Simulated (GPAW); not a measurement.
InP:

```xyz
2
Lattice="0.0000 2.9305 2.9305 2.9305 0.0000 2.9305 2.9305 2.9305 0.0000" Properties=species:S:1:pos:R:3 pbc="T T T"
In    0.0000    0.0000    0.0000
P     4.3957    4.3957    4.3957
```

Base run:

* Program: GPAW 26.7.0
* Functional: LDA
* Potentials or basis: the program's PAW data sets (release 1.2.1) made for this functional
* Cutoff: 600 eV
* Basis: pw
* k mesh: 8 × 8 × 8
* Occupations: fermi-dirac, width 0.05 eV
* Spin: no spin polarisation

Its results: band gap on the k mesh 0.48 eV, direct; pressure -1.5 GPa.

Problem. The run is repeated on the same cell with these changes: functional from LDA to BLYP; potentials or basis from the program's PAW data sets (release 1.2.1) made for this functional to PAW data sets generated in the run's folder for this functional. What comes out?

Solution. Band gap on the k mesh 0.60 eV, direct; pressure 6.4 GPa.

Caveats: spin-orbit coupling is left out, which moves the levels of the heavy elements.

Not every run made on this cell is shown here.
